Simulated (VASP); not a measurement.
# Al (Fm-3m) in VASP: further runs

The runs below take Al through single point, with LDA.

Program: VASP 6.6.1. These are calculated values, not measurements. Logs are shortened: lines on timing, memory, paths and dates and some standing lists are left out, and cuts for length are marked.

### Step 1. The undisturbed crystal

The structure is cubic, space group Fm-3m (No. 225). Conventional cell: a = 4.050 Å, b = 4.050 Å, c = 4.050 Å, α = 90.00°, β = 90.00°, γ = 90.00°. Al (site symmetry m-3m) is surrounded by 12 Al at 2.86 Å.

### Step 2. Single point, LDA (grid = ENCUT=350 dk=0.45 cell=4x4x4 ISMEAR=1 SIGMA=0.1 LREAL=Auto EDIFF=1e-06)

INCAR reads:

```
PREC     = Accurate       # precision mode
ENCUT    = 350            # plane-wave cutoff, eV
EDIFF    = 1E-6           # SCF threshold, eV
ISMEAR   = 1              # smearing method
SIGMA    = 0.1            # smearing width, eV
LREAL    = Auto         
LASPH    = T              # aspherical terms in the spheres
NELM     = 120            # most SCF steps
ALGO     = Fast           # electronic algorithm
ISIF     = 2              # what is computed and relaxed
LWAVE    = F              # write WAVECAR
LCHARG   = F              # write CHGCAR
GGA      = CA             # functional
NBANDS   = 158            # bands
NCORE    = 1            
KPAR     = 2
```

KPOINTS reads:

```
Automatic mesh
0
Gamma
  2 2 2
```

POSCAR reads:

```
Al
1.0
    0.0000000000      8.0992200000      8.0992200000
    8.0992200000      0.0000000000      8.0992200000
    8.0992200000      8.0992200000      0.0000000000
Al
63
Direct
    0.0000000000      0.0000000000      0.2500000000
    0.0000000000      0.0000000000      0.5000000000
    0.0000000000      0.0000000000      0.7500000000
    0.0000000000      0.2500000000      0.0000000000
    0.0000000000      0.2500000000      0.2500000000
    0.0000000000      0.2500000000      0.5000000000
    0.0000000000      0.2500000000      0.7500000000
    0.0000000000      0.5000000000      0.0000000000
    0.0000000000      0.5000000000      0.2500000000
    0.0000000000      0.5000000000      0.5000000000
    0.0000000000      0.5000000000      0.7500000000
    0.0000000000      0.7500000000      0.0000000000
    0.0000000000      0.7500000000      0.2500000000
    0.0000000000      0.7500000000      0.5000000000
    0.0000000000      0.7500000000      0.7500000000
    0.2500000000      0.0000000000      0.0000000000
    0.2500000000      0.0000000000      0.2500000000
    0.2500000000      0.0000000000      0.5000000000
    0.2500000000      0.0000000000      0.7500000000
    0.2500000000      0.2500000000      0.0000000000
    0.2500000000      0.2500000000      0.2500000000
    0.2500000000      0.2500000000      0.5000000000
    0.2500000000      0.2500000000      0.7500000000
    0.2500000000      0.5000000000      0.0000000000
    0.2500000000      0.5000000000      0.2500000000
    0.2500000000      0.5000000000      0.5000000000
    0.2500000000      0.5000000000      0.7500000000
    0.2500000000      0.7500000000      0.0000000000
    0.2500000000      0.7500000000      0.2500000000
    0.2500000000      0.7500000000      0.5000000000
    0.2500000000      0.7500000000      0.7500000000
    0.5000000000      0.0000000000      0.0000000000
    0.5000000000      0.0000000000      0.2500000000
    0.5000000000      0.0000000000      0.5000000000
    0.5000000000      0.0000000000      0.7500000000
    0.5000000000      0.2500000000      0.0000000000
    0.5000000000      0.2500000000      0.2500000000
    0.5000000000      0.2500000000      0.5000000000
    0.5000000000      0.2500000000      0.7500000000
    0.5000000000      0.5000000000      0.0000000000
    0.5000000000      0.5000000000      0.2500000000
    0.5000000000      0.5000000000      0.5000000000
    0.5000000000      0.5000000000      0.7500000000
    0.5000000000      0.7500000000      0.0000000000
    0.5000000000      0.7500000000      0.2500000000
    0.5000000000      0.7500000000      0.5000000000
    0.5000000000      0.7500000000      0.7500000000
    0.7500000000      0.0000000000      0.0000000000
    0.7500000000      0.0000000000      0.2500000000
    0.7500000000      0.0000000000      0.5000000000
    0.7500000000      0.0000000000      0.7500000000
    0.7500000000      0.2500000000      0.0000000000
    0.7500000000      0.2500000000      0.2500000000
    0.7500000000      0.2500000000      0.5000000000
    0.7500000000      0.2500000000      0.7500000000
    0.7500000000      0.5000000000      0.0000000000
    0.7500000000      0.5000000000      0.2500000000
    0.7500000000      0.5000000000      0.5000000000
    0.7500000000      0.5000000000      0.7500000000
    0.7500000000      0.7500000000      0.0000000000
    0.7500000000      0.7500000000      0.2500000000
    0.7500000000      0.7500000000      0.5000000000
    0.7500000000      0.7500000000      0.7500000000
```

Potentials or basis: VASP PAW LDA potentials, release 64 (Al).

Started as:

```
$ cat potpaw_LDA.64/Al/POTCAR > POTCAR
$ mpirun -np 4 vasp_std > vasp.out
```

OUTCAR:

```text
PREC = Accurate
   ENCUT = 350
   EDIFF = 1E-6
   ISMEAR = 1
   LREAL = Auto
   LASPH = T
   NELM = 120
   ISIF = 2
   GGA = CA

 Found      3 irreducible k-points:

 Following reciprocal coordinates:
            Coordinates               Weight
  0.000000  0.000000  0.000000      1.000000
  0.500000  0.000000  0.000000      4.000000
  0.500000  0.500000  0.000000      3.000000
   k-points           NKPTS =      3   k-points in BZ     NKDIM =      3   number of bands    NBANDS=    158
   number of dos      NEDOS =    301   number of ions     NIONS =     63
   total plane-waves  NPLWV = 343000
   dimension x,y,z NGX =    70 NGY =   70 NGZ =   70
   dimension x,y,z NGXF=   140 NGYF=  140 NGZF=  140
   ions per type =              63
   NGX,Y,Z   is equivalent  to a cutoff of  10.16, 10.16, 10.16 a.u.
   NGXF,Y,Z  is equivalent  to a cutoff of  20.32, 20.32, 20.32 a.u.
 SYSTEM =  unknown system
   PREC   = accura    normal or accurate (medium, high low for compatibility)
   ISTART =      0    job   : 0-new  1-cont  2-samecut
   ICHARG =      2    charge: 1-file 2-atom 10-const
   ISPIN  =      1    spin polarized calculation?
   LNONCOLLINEAR =      F non collinear calculations
   LSORBIT =      F    spin-orbit coupling
   LASPH  =      T    aspherical Exc in radial PAW
   ENCUT  =  350.0 eV  25.72 Ry    5.07 a.u.  17.47 17.47 17.47*2*pi/ulx,y,z
   NELM   =    120;   NELMIN=  2; NELMDL= -5     # of ELM steps
   EDIFF  = 0.1E-05   stopping-criterion for ELM
   LREAL  =      T    real-space projection
   EDIFFG = 0.1E-04   stopping-criterion for IOM
   NSW    =      0    number of steps for IOM
[... 5 lines left out ...]
   TEBEG  =    0.0;   TEEND  =   0.0 temperature during run
   PSTRESS=    0.0 pullay stress
   NELECT =     189.0000    total number of electrons
   NUPDOWN=      -1.0000    fix difference up-down
   EMIN   =  10.00;   EMAX   =-10.00  energy-range for DOS
   EFERMI =   0.00;   METHOD = LEGACY
   ISMEAR =     1;   SIGMA  =   0.10  broadening in eV -4-tet -1-fermi 0-gaus
   EFERMI_NEDOS =   21; number of points for ismear=-14 and -15
   IALGO  =     68    algorithm
   IMIX   =      4    mixing-type and parameters
     AMIX     =   0.40;   BMIX     =  1.00
     AMIX_MAG =   1.60;   BMIX_MAG =  1.00
  volume/ion in A,a.u.               =      16.87       113.82
  Fermi-wavevector in a.u.,A,eV,Ry     =   0.920680  1.739834 11.533011  0.847652
  Thomas-Fermi vector in A             =   2.046013
   LORBIT       =      0    0 simple, 1 ext, 2 COOP (PROOUT), +10 PAW based schemes
   GGA     = CA    functional components
   LHFCALC =     F    Hartree Fock is set to
   AEXX    =    0.0000 exact exchange contribution
   IVDW    =     0    specifies the selected vdW correction
   LEPSILON=     F    determine dielectric tensor
   LRPA    =     F    only Hartree local field effects (RPA)
 non-spin polarized calculation
 RMM-DIIS sequential band-by-band and
 Methfessel and Paxton  Order N= 1 SIGMA  =   0.10
  energy-cutoff  :      350.00
  volume of cell :     1062.57
 maximum number of plane-waves:     15808
 NGX is ok and might be reduce to    70
   NGX = 35   NGY = 35   NGZ = 35

 number of electron     189.0000005 magnetization

 Free energy of the ion-electron system (eV)
  ---------------------------------------------------
  ext. energy  EPLUGINS =         0.00000000
  ---------------------------------------------------
  free energy    TOTEN  =      -262.25708324 eV

  energy without entropy =     -262.28750132  energy(sigma->0) =     -262.26722260

 E-fermi :   7.5747     XC(G=0): -10.2470

 val. band max:        7.5409636152   @ k =   0.5000   0.5000   0.0000
 cond. band min:       7.6414678235   @ k =   0.5000   0.5000   0.0000
 fundamental gap:      0.1005042083
 Fermi energy:         7.5747213277

 k-point     1 :       0.0000    0.0000    0.0000
  band No.  band energies     occupation
      1      -3.4496      2.00000
      2      -1.8254      2.00000
      3      -1.8254      2.00000
      4      -1.8254      2.00000
      5      -1.8034      2.00000
      6      -1.7944      2.00000
[... 98 lines left out ...]
    105       7.9284     -0.00001
    106       7.9284     -0.00001

 k-point     2 :       0.5000    0.0000    0.0000
  band No.  band energies     occupation
      1      -3.0764      2.00000
      2      -2.9846      2.00000
      3      -1.9707      2.00000
      4      -1.9707      2.00000
      5      -1.9572      2.00000
      6      -1.9247      2.00000
[... 98 lines left out ...]
    105       8.0678     -0.00000
    106       8.0678     -0.00000

 k-point     3 :       0.5000    0.5000    0.0000
  band No.  band energies     occupation
      1      -2.9280      2.00000
      2      -2.8676      2.00000
      3      -2.3718      2.00000
      4      -2.3659      2.00000
      5      -2.3659      2.00000
      6      -2.1662      2.00000
[... 98 lines left out ...]
    105       8.4506     -0.00000
    106       8.4950     -0.00000
 [bands above 106 left out]

------------------------ aborting loop because EDIFF is reached ----------------------------------------

  FORCE on cell =-STRESS in cart. coord.  units (eV):
  Direction    XX          YY          ZZ          XY          YZ          ZX
  --------------------------------------------------------------------------------------
  -------------------------------------------------------------------------------------
  Total      -26.4898479    -26.4898479    -26.4898479      0.0000000     -0.0000000      0.0000000
  in kB      -39.9420603    -39.9420603    -39.9420603      0.0000000     -0.0000000      0.0000000
  external PRESSURE =     -39.9420603 kB  Pullay stress =       0.0000000 kB

 VOLUME and BASIS-vectors are now :
 -----------------------------------------------------------------------------
  energy-cutoff  :      350.00
  volume of cell :     1062.57
      direct lattice vectors                 reciprocal lattice vectors
     0.000000000  8.099220000  8.099220000    -0.061734340  0.061734340  0.061734340
     8.099220000  0.000000000  8.099220000     0.061734340 -0.061734340  0.061734340
     8.099220000  8.099220000  0.000000000     0.061734340  0.061734340 -0.061734340

 POSITION                                       TOTAL-FORCE (eV/Angst)
 -----------------------------------------------------------------------------------
      2.02481      2.02481      0.00000        -0.126103     -0.126103     -0.000000
      4.04961      4.04961      0.00000         0.000000     -0.000000     -0.000000
      6.07442      6.07442      0.00000         0.126103      0.126103     -0.000000
      2.02481      0.00000      2.02481        -0.126103     -0.000000     -0.126103
      4.04961      2.02481      2.02481         0.079886      0.082157      0.082157
      6.07442      4.04961      2.02481        -0.082157     -0.079886      0.082157
[... 55 lines left out ...]
     10.12402     10.12402     12.14883         0.082157      0.082157     -0.079886
     12.14883     12.14883     12.14883         0.000000     -0.000000     -0.000000
 -----------------------------------------------------------------------------------
    total drift:                               -0.000000      0.000000     -0.000000

  FREE ENERGIE OF THE ION-ELECTRON SYSTEM (eV)
  ---------------------------------------------------
  free  energy   TOTEN  =      -262.2570832426 eV

  energy  without entropy=     -262.2875013218  energy(sigma->0) =     -262.26722260
```

Run time: 2.7 min. Hardware: 4 MPI ranks of Intel Xeon Platinum 8259CL at 2.50GHz (Skylake/Cascade Lake), shared host; peak memory 0.42 GiB.

The run converged, but some of its settings lie outside the range that counts as converged, so its numbers aren't taken as properties of the crystal.

Results:

* Free energy: -262.2571 eV
* Pressure: -4.0 GPa
* Largest force: 0.178 eV/Å
* Band gap on the k mesh: none (metal or under the smearing width)

### Step 3. Single point, LDA (grid = ENCUT=350 dk=0.9 cell=4x4x4 ISMEAR=1 SIGMA=0.1 LREAL=Auto EDIFF=1e-06)

INCAR reads:

```
ALGO = Fast
EDIFF = 1E-6
ENCUT = 350
ISIF = 2
ISMEAR = 1
KPAR = 1
LASPH = True
LCHARG = False
LREAL = Auto
LWAVE = False
NBANDS = 164
NCORE = 2
NELM = 120
PREC = Accurate
SIGMA = 0.1
```

KPOINTS reads:

```
k-points
0
Gamma
  1 1 1
```

Edit POSCAR of step 2 so:

```diff
@@ -1,2 +1,2 @@
-Al
+Al63Cu
 1.0
@@ -5,5 +5,6 @@
     8.0992200000      8.0992200000      0.0000000000
-Al
-63
+Cu Al
+1 63
 Direct
+    0.0000000000      0.0000000000      0.0000000000
     0.0000000000      0.0000000000      0.2500000000
```

Potentials or basis: VASP PAW LDA potentials, release 64 (Cu, Al).

Started as:

```
$ cat potpaw_LDA.64/Cu/POTCAR potpaw_LDA.64/Al/POTCAR > POTCAR
$ mpirun -np 4 vasp_std > vasp.out
```

OUTCAR:

```text
EDIFF = 1E-6
   ENCUT = 350
   ISIF = 2
   ISMEAR = 1
   LASPH = True
   LREAL = Auto
   NELM = 120
   PREC = Accurate

 Found      1 irreducible k-points:

 Following reciprocal coordinates:
            Coordinates               Weight
  0.000000  0.000000  0.000000      1.000000
   k-points           NKPTS =      1   k-points in BZ     NKDIM =      1   number of bands    NBANDS=    164
   number of dos      NEDOS =    301   number of ions     NIONS =     64
   total plane-waves  NPLWV = 343000
   dimension x,y,z NGX =    70 NGY =   70 NGZ =   70
   dimension x,y,z NGXF=   140 NGYF=  140 NGZF=  140
   ions per type =               1  63
   NGX,Y,Z   is equivalent  to a cutoff of  10.16, 10.16, 10.16 a.u.
   NGXF,Y,Z  is equivalent  to a cutoff of  20.32, 20.32, 20.32 a.u.
 SYSTEM =  unknown system
   PREC   = accura    normal or accurate (medium, high low for compatibility)
   ISTART =      0    job   : 0-new  1-cont  2-samecut
   ICHARG =      2    charge: 1-file 2-atom 10-const
   ISPIN  =      1    spin polarized calculation?
   LNONCOLLINEAR =      F non collinear calculations
   LSORBIT =      F    spin-orbit coupling
   LASPH  =      T    aspherical Exc in radial PAW
   ENCUT  =  350.0 eV  25.72 Ry    5.07 a.u.  17.47 17.47 17.47*2*pi/ulx,y,z
   NELM   =    120;   NELMIN=  2; NELMDL= -5     # of ELM steps
   EDIFF  = 0.1E-05   stopping-criterion for ELM
   LREAL  =      T    real-space projection
   EDIFFG = 0.1E-04   stopping-criterion for IOM
   NSW    =      0    number of steps for IOM
[... 5 lines left out ...]
   TEBEG  =    0.0;   TEEND  =   0.0 temperature during run
   PSTRESS=    0.0 pullay stress
   NELECT =     200.0000    total number of electrons
   NUPDOWN=      -1.0000    fix difference up-down
   EMIN   =  10.00;   EMAX   =-10.00  energy-range for DOS
   EFERMI =   0.00;   METHOD = LEGACY
   ISMEAR =     1;   SIGMA  =   0.10  broadening in eV -4-tet -1-fermi 0-gaus
   EFERMI_NEDOS =   21; number of points for ismear=-14 and -15
   IALGO  =     68    algorithm
   IMIX   =      4    mixing-type and parameters
     AMIX     =   0.40;   BMIX     =  1.00
     AMIX_MAG =   1.60;   BMIX_MAG =  1.00
  volume/ion in A,a.u.               =      16.60       112.04
  Fermi-wavevector in a.u.,A,eV,Ry     =   0.938206  1.772953 11.976268  0.880231
  Thomas-Fermi vector in A             =   2.065395
   LORBIT       =      0    0 simple, 1 ext, 2 COOP (PROOUT), +10 PAW based schemes
   GGA     = CA    functional components
   LHFCALC =     F    Hartree Fock is set to
   AEXX    =    0.0000 exact exchange contribution
   IVDW    =     0    specifies the selected vdW correction
   LEPSILON=     F    determine dielectric tensor
   LRPA    =     F    only Hartree local field effects (RPA)
 non-spin polarized calculation
 RMM-DIIS sequential band-by-band and
 Methfessel and Paxton  Order N= 1 SIGMA  =   0.10
  energy-cutoff  :      350.00
  volume of cell :     1062.57
 maximum number of plane-waves:     15665
 NGX is ok and might be reduce to    70
   NGX = 35   NGY = 35   NGZ = 35

 number of electron     200.0000050 magnetization

 Free energy of the ion-electron system (eV)
  ---------------------------------------------------
  ext. energy  EPLUGINS =         0.00000000
  ---------------------------------------------------
  free energy    TOTEN  =      -249.27534846 eV

  energy without entropy =     -249.28400427  energy(sigma->0) =     -249.27823373

 E-fermi :   7.0672     XC(G=0): -10.3331

 val. band max:        7.0293063407   @ k =   0.0000   0.0000   0.0000
 cond. band min:       7.0799865789   @ k =   0.0000   0.0000   0.0000
 fundamental gap:      0.0506802382
 Fermi energy:         7.0671509450

 k-point     1 :       0.0000    0.0000    0.0000
  band No.  band energies     occupation
      1      -3.3313      2.00000
      2      -1.6750      2.00000
      3      -1.6739      2.00000
      4      -1.6739      2.00000
      5      -1.6739      2.00000
      6      -1.6583      2.00000
[... 104 lines left out ...]
    111       8.0366     -0.00000
    112       8.0366     -0.00000
 [bands above 112 left out]

------------------------ aborting loop because EDIFF is reached ----------------------------------------

  FORCE on cell =-STRESS in cart. coord.  units (eV):
  Direction    XX          YY          ZZ          XY          YZ          ZX
  --------------------------------------------------------------------------------------
  -------------------------------------------------------------------------------------
  Total      -23.9369722    -23.9369722    -23.9369722      0.0000000     -0.0000000      0.0000000
  in kB      -36.0927700    -36.0927700    -36.0927700      0.0000000     -0.0000000      0.0000000
  external PRESSURE =     -36.0927700 kB  Pullay stress =       0.0000000 kB

 VOLUME and BASIS-vectors are now :
 -----------------------------------------------------------------------------
  energy-cutoff  :      350.00
  volume of cell :     1062.57
      direct lattice vectors                 reciprocal lattice vectors
     0.000000000  8.099220000  8.099220000    -0.061734340  0.061734340  0.061734340
     8.099220000  0.000000000  8.099220000     0.061734340 -0.061734340  0.061734340
     8.099220000  8.099220000  0.000000000     0.061734340  0.061734340 -0.061734340

 POSITION                                       TOTAL-FORCE (eV/Angst)
 -----------------------------------------------------------------------------------
      0.00000      0.00000      0.00000         0.000000     -0.000000     -0.000000
      2.02481      2.02481      0.00000         0.624054      0.624054     -0.000000
      4.04961      4.04961      0.00000         0.000000     -0.000000     -0.000000
      6.07442      6.07442      0.00000        -0.624054     -0.624054     -0.000000
      2.02481      0.00000      2.02481         0.624054     -0.000000      0.624054
      4.04961      2.02481      2.02481         0.071428     -0.150058     -0.150058
[... 56 lines left out ...]
     10.12402     10.12402     12.14883        -0.150058     -0.150058     -0.071428
     12.14883     12.14883     12.14883         0.000000     -0.000000     -0.000000
 -----------------------------------------------------------------------------------
    total drift:                               -0.000000     -0.000000     -0.000000

  FREE ENERGIE OF THE ION-ELECTRON SYSTEM (eV)
  ---------------------------------------------------
  free  energy   TOTEN  =      -249.2753484604 eV

  energy  without entropy=     -249.2840042686  energy(sigma->0) =     -249.27823373
```

It took 89 s on 4 MPI ranks of Intel Xeon Platinum 8259CL at 2.50GHz (Skylake/Cascade Lake), shared host; peak memory 0.28 GiB.

These settings aren't checked as converged: the numbers below hold their error.

Results:

| Item | Value |
| --- | --- |
| Free energy | -249.2753 eV |
| Pressure | -3.6 GPa |
| Largest force | 0.883 eV/Å |
| Band gap on the k mesh | 0.05 eV, direct |

Caveat: the cutoff is under 1.25 times the usual one of these potentials, so pressure, stress and relaxed cells hold a basis-set (Pulay) error.
